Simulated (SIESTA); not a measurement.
**PbO2 under changes of volume**

One of the cells (13.151 Å³/atom); the others are scaled copies at fixed shape and fractional positions:

```
Pb O
1.0
     0.00000    2.70199    2.70199
     2.70199    0.00000    2.70199
     2.70199    2.70199    0.00000
Pb O
1 2
Direct
  0.00000 0.00000 0.00000
  0.75000 0.75000 0.75000
  0.25000 0.25000 0.25000
```

The cell comes from a database or a generator and needn't be the stable form of this composition.

| Property | Result |
| --- | --- |
| Program | SIESTA 5.4.2 |
| Functional | LDA |
| Potentials or basis | PseudoDojo 0.4 standard (LDA files) |
| Basis | DZP (energy shift 0.003 Ry; two zetas on semicore shells) |
| Grid cutoff | 800 Ry |
| Energy shift | 0.003 Ry |
| k mesh | 9 × 9 × 9 |
| Occupations | fermi-dirac, width 0.05 eV |
| Spin | no spin polarisation |

```tsv
volume (Å³/atom)	energy over the lowest point (meV/atom)	pressure (GPa)
12.362	2.78	3.6
12.625	0.00	-0.1
12.888	?	?
13.151	10.69	-6.2
13.414	22.97	-8.6
13.677	38.98	-10.8
13.940	58.42	-12.7
```

Problem. What does the run at 12.888 Å³/atom give?

Solution. Energy over the lowest point 2.86 meV/atom; pressure -3.3 GPa.

Worked out: A Birch-Murnaghan fit of order 3 (a polynomial in V^(-2/3)) to the other rows has its minimum at 12.62 Å³/atom with B0 = V·E''(V) = 166 GPa and B' = 5.2. It gives 2.86 meV/atom at 12.888 Å³/atom, against the run's 2.86, and -dE/dV = -3.3 GPa, against -3.3.

Energies are extrapolated to zero smearing.

Caveats: the basis of atomic orbitals isn't converged, which shifts pressures, moduli and gaps.
